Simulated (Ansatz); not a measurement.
Crystal: FeO.

```
Fe O
1.0
    -1.60210    1.60210    2.08339
     1.60210   -1.60210    2.08339
     1.60210    1.60210   -2.08339
Fe O
1 1
Direct
  0.00000 0.00000 0.00000
  0.50000 0.50000 0.00000
```

The cell comes from a database or a generator and needn't be the stable form of this composition.

| Property | Result |
| --- | --- |
| Program | Ansatz 0.2.0 |
| Task | single point |
| Functional | PBEsol |
| Potentials or basis | all-electron LAPW, scalar-relativistic |
| Cutoff | 376 eV (chosen from the basis error) |
| Basis error allowed | 0.001 eV/atom |
| k mesh | 12 × 12 × 12 |
| Occupations | fermi-dirac, width 0.05 eV |
| Spin | collinear spin, ferromagnetic start |
| Starting moments | [3.0, 0.0] μB |

On this cell: pressure -16.2 GPa; largest force under 0.003 eV/Å; net moment 4.00 μB per cell; site moments Fe +3.59; O +0.31 μB; band gap on the k mesh none (metal or under the smearing width).

The same run follows on a disturbed copy (atoms moved at random, drawn with an rms of 0.05 Å):

```
Fe O
1.0
    -1.60210    1.60210    2.08339
     1.60210   -1.60210    2.08339
     1.60210    1.60210   -2.08339
Fe O
1 1
Direct
  0.00011 0.00377 0.99607
  0.50393 0.50376 0.01474
```

**Question.** What does the disturbed cell give?

**Answer.** The energy (extrapolated to zero smearing) moves by +1.0 meV/atom; pressure -16.0 GPa; largest force 0.146 eV/Å; net moment 4.00 μB per cell; site moments Fe +3.58; O +0.31 μB; band gap on the k mesh none (metal or under the smearing width).

Forces in eV/Å, atoms in the order of the input:
```
Fe  -0.005 -0.007 -0.146
O    0.005  0.007  0.146
```

Stress tensor (GPa, compression positive):
```
-17.14   0.11   0.03
  0.11 -17.14   0.05
  0.03   0.05 -13.73
```

Caveats: a cell with one magnetic atom can't hold antiferromagnetic order, which such compounds often take; semilocal functionals often make such compounds metallic where correlation or magnetic order opens a gap, which also shifts bond lengths; so large a pressure means that the cell lies far from this level's equilibrium, or that cutoff or potentials fall short (some runs).
